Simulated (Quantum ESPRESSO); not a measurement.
# ZrC: equation of state with PBEsol

Crystal: ZrC.

```
Zr C
1.0
     0.00000    2.36500    2.36500
     2.36500    0.00000    2.36500
     2.36500    2.36500    0.00000
Zr C
1 1
Direct
  0.50000 0.50000 0.50000
  0.00000 0.00000 0.00000
```

- Program: Quantum ESPRESSO 7.5
- Task: equation of state
- Functional: PBEsol
- Potentials or basis: PseudoDojo 0.4 FR PBEsol standard
- Cutoff: 1116 eV
- Density cutoff: 4463 eV
- k mesh: 10 × 10 × 10
- Occupations: fermi-dirac, width 0.05 eV
- Spin: spin-orbit coupling, no magnetisation

The equilibrium volume is 12.74 Å³/atom. The bulk modulus is 235 GPa and the pressure derivative of the bulk modulus is 4.1.

Energy against volume, from the lowest point:
| volume (Å³/atom) | energy (meV/atom) |
| --- | --- |
| 12.434 | 5.66 |
| 12.699 | 0.00 |
| 12.963 | 2.55 |
| 13.228 | 12.52 |
| 13.493 | 29.14 |
| 13.757 | 51.78 |
| 14.022 | 79.82 |

All runs of the series together: 8.1 min on 1 thread of AMD EPYC 7B13 (Zen 3), on a shared host.
